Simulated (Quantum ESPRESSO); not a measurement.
# CuAu under changes of volume

One of the cells (14.556 Å³/atom); the others are scaled copies at fixed shape and fractional positions:

```
Au Cu
1.0
     2.81075    0.00000    0.00000
     0.00000    2.81075    0.00000
     0.00000    0.00000    3.68500
Au Cu
1 1
Direct
  0.00000 0.00000 0.00000
  0.50000 0.50000 0.50000
```

```yaml
Program: Quantum ESPRESSO 7.5
Functional: r2SCAN
Potentials_or_basis: SG15 PBE 1.2
Cutoff: 1197 eV
Density_cutoff: 4789 eV
k_mesh: 6 × 6 × 5
Occupations: fermi-dirac, width 0.05 eV
Spin: no spin polarisation
```

```tsv
volume (Å³/atom)	energy over the lowest point (meV/atom)	pressure (GPa)
13.683	?	?
13.974	12.43	7.0
14.265	2.99	3.3
14.556	0.00	-0.1
14.847	2.74	-3.0
15.139	10.47	-5.5
15.430	22.56	-7.7
```

What does the run at 13.683 Å³/atom give?

Energy over the lowest point 29.11 meV/atom; pressure 11.3 GPa.

Worked out: A Birch-Murnaghan fit of order 3 (a polynomial in V^(-2/3)) to the other rows has its minimum at 14.56 Å³/atom with B0 = V·E''(V) = 156 GPa and B' = 5.6 at fixed shape and positions, which overstates the stiffness. It gives 29.27 meV/atom at 13.683 Å³/atom, against the run's 29.11, and -dE/dV = 11.5 GPa, against 11.3.

Energies are extrapolated to zero smearing.

Caveats: all runs use coarse meshes; the potentials were made for another functional, which shifts forces and pressure.
